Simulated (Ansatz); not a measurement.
Gd under changes of volume

One of the cells (33.215 Å³/atom); the others are scaled copies at fixed shape and fractional positions:

```
CELL_PARAMETERS angstrom
-2.02500 2.02500 2.02500
2.02500 -2.02500 2.02500
2.02500 2.02500 -2.02500
ATOMIC_POSITIONS crystal
Gd 0.00000 0.00000 0.00000
```

This isn't the form of Gd at room conditions, which is hcp.

- Program: Ansatz 0.2.0
- Functional: PBE
- Potentials or basis: Ansatz PAW
- Cutoff: 420 eV (not typed: the program's choice for these potentials)
- k mesh: 9 × 9 × 9
- Occupations: fermi-dirac, width 0.05 eV
- Spin: collinear spin, ferromagnetic start
- Starting moments: [7.0] μB

```csv
volume (Å³/atom),energy over the lowest point (meV/atom),pressure (GPa),moment (μB per cell)
31.222,?,?,?
31.886,4.51,1.4,7.58
32.551,0.73,0.6,7.59
33.215,0.00,-0.1,7.60
33.879,1.99,-0.7,7.60
34.544,6.48,-1.2,7.61
35.208,13.26,-1.8,7.62
```

Q: What does the run at 31.222 Å³/atom give?

A: Energy over the lowest point 11.65 meV/atom; pressure 2.2 GPa; moment 7.57 μB per cell.

Worked out: A Birch-Murnaghan fit of order 3 (a polynomial in V^(-2/3)) to the other rows has its minimum at 33.06 Å³/atom with B0 = V·E''(V) = 34 GPa and B' = 3.7. It gives 11.58 meV/atom at 31.222 Å³/atom, against the run's 11.65, and -dE/dV = 2.1 GPa, against 2.2. A straight line through the other rows of the moment, of slope 0.0112 μB per Å³/atom, extrapolates to 7.57 μB, against the run's 7.57.

Energies are extrapolated to zero smearing.
